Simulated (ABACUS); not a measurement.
Runs of ABACUS 3.10.1 on GaP. Symmetry: F-43m, No. 216, cubic system. Conventional cell: a = 5.451 Å, b = 5.451 Å, c = 5.451 Å, α = 90.00°, β = 90.00°, γ = 90.00°. Ga (site symmetry -43m) has 4 P at 2.36 Å as nearest neighbours. P (site symmetry -43m) has 4 Ga at 2.36 Å as nearest neighbours. 

```tsv
level	gap on the mesh (eV)	pressure (GPa)
r2SCAN	1.87	(b)
PBEsol	(a)	1.5
TPSS	1.71	3.9
PBE	1.66	4.1
PW91	1.66	3.9
```

Alike in all rows: task single point; potentials or basis SG15 ONCV 1.2 PBE, DZP LCAO (the cutoffs set its grid); no spin polarisation; cell as given; k mesh 8 × 8 × 8; cutoff (eV) 1361; smearing fermi-dirac 0.05 eV.

Estimate the missing entries.

(a) 1.52; (b) 0.5.

Caveats: the atomic orbitals were generated for these runs and aren't a published set; the basis of atomic orbitals isn't converged, which shifts pressures, moduli and gaps; the potentials were made for another functional, which shifts forces and pressure (some runs).

A k mesh can miss the band edges, and the runs leave out spin-orbit coupling on Ga.
